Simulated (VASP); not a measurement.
**BN: relaxation of cell and atoms with LDA**

BN:

```
B N
1.0
     2.48988    0.00000    0.00000
    -1.24494    2.15630    0.00000
     0.00000    0.00000    6.43670
B N
2 2
Cartesian
  0.0000 1.4375 1.6092
  1.2449 0.7188 4.8275
  0.0000 1.4375 4.8275
  1.2449 0.7188 1.6092
```

- Program: VASP 6.6.1
- Task: relaxation of cell and atoms
- Functional: LDA
- Potentials or basis: VASP PAW LDA potentials, release 64 (B, N)
- Cutoff: 600 eV
- k mesh: 12 × 12 × 4
- Occupations: gaussian, width 0.03 eV
- Spin: no spin polarisation
- Further INCAR settings: ALGO = Normal; EDIFF = 1e-07; IBRION = 2; EDIFFG = -0.005; NSW = 90; ISIF = 3

| Property | Result |
| --- | --- |
| Relaxed volume | 8.64 Å³/atom |
| Relaxed cell | a = 2.490 Å, b = 2.490 Å, c = 6.437 Å, α = 90.00°, β = 90.00°, γ = 120.00° |
| Space group after relaxing (to 0.05 Å) | P6_3/mmc (No. 194) |
| Energy gained by relaxing | 0.0 meV/atom |
| Ionic steps | 3 |
| Pressure after relaxing | 0.0 GPa |
| Band gap on the k mesh | 4.03 eV, indirect (least direct gap 4.43 eV) |

Final structure:
```yaml
crystal:
  lattice:
    - [2.49023, 0.00000, 0.00000]
    - [-1.24511, 2.15660, 0.00000]
    - [0.00000, 0.00000, 6.43677]
  atoms:
    - { symbol: B, position: [0.33333, 0.66667, 0.25000] }
    - { symbol: B, position: [0.66667, 0.33333, 0.75000] }
    - { symbol: N, position: [0.33333, 0.66667, 0.75000] }
    - { symbol: N, position: [0.66667, 0.33333, 0.25000] }
```

Levels at points of the mesh, in eV from the valence-band top:
```csv
k point,band 5,band 6,band 7,band 8,band 9,band 10,band 11,band 12
"(0.00, 0.00, 0.00)",-1.35,-1.35,-1.30,-1.30,5.13,10.45,11.52,11.52
"(0.50, 0.00, 0.00)",-4.22,-4.13,-1.63,-0.40,4.03,5.68,9.62,10.06
"(0.00, 0.00, 0.50)",-1.33,-1.33,-1.33,-1.33,7.75,7.75,11.60,11.60
"(0.50, 0.00, 0.50)",-4.18,-4.18,-0.99,-0.99,4.55,4.55,10.07,10.07
```

It took 20 s on 1 thread of Intel(R) Xeon(R) 6975P-C (Granite Rapids), on a shared host, peak memory 0.14 GiB.

A k mesh can miss the band edges. LDA gaps usually lie below the measured ones, often by a third to a half.
